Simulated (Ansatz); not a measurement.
Ga:

```xyz
2
Lattice="1.3830 -4.0265 0.0000 1.3830 4.0265 0.0000 -0.1174 0.0000 3.3299" Properties=species:S:1:pos:R:3 pbc="T T T"
Ga    1.2949    2.9716    2.4974
Ga    1.3536   -2.9716    0.8325
```

This isn't the form of Ga at room conditions, which is orthorhombic.

```yaml
Program: Ansatz 0.2.0
Task: relaxation of cell and atoms
Functional: PBE
Dispersion: D4
Potentials_or_basis: Ansatz PAW
Cutoff: "420 eV (not typed: the program's choice for these potentials)"
k_mesh: 10 × 10 × 8
Occupations: fermi-dirac, width 0.05 eV
Spin: no spin polarisation
```

At the start: volume 18.54 Å³/atom.

Task: How do energy, volume and symmetry change on relaxing?

Result: It ends after 6 steps and the volume is 17.79 Å³/atom (-4.0 %); space group C2/c (No. 15, to 0.05 Å).

Step by step:
| step | energy change (eV) | largest force (eV/Å) | volume (Å³) |
| --- | --- | --- | --- |
| 1 | 0.0000 | 0.2019 | 37.09 |
| 2 | -0.0225 | 0.0713 | 35.19 |
| 3 | -0.0273 | 0.0092 | 35.36 |
| 4 | -0.0293 | 0.0078 | 35.62 |
| 5 | -0.0293 | 0.0004 | 35.59 |
| 6 | -0.0288 | 0.0003 | 35.59 |

Final structure:
```cif
data_structure
_symmetry_space_group_name_H-M 'P 1'
_symmetry_Int_Tables_number 1
_cell_length_a 4.2584
_cell_length_b 4.2584
_cell_length_c 3.1542
_cell_angle_alpha 90.295
_cell_angle_beta 90.295
_cell_angle_gamma 141.521
_cell_volume 35.59
loop_
_atom_site_label
_atom_site_type_symbol
_atom_site_fract_x
_atom_site_fract_y
_atom_site_fract_z
_atom_site_occupancy
Ga1 Ga 0.13480 0.86520 0.75000 1
Ga2 Ga 0.86520 0.13480 0.25000 1
```

Caveat: the plane-wave basis is chosen anew once the cell has moved, so the energies of steps on either side of that aren't comparable; pairwise dispersion overbinds metals, which lowers pressure and volume.
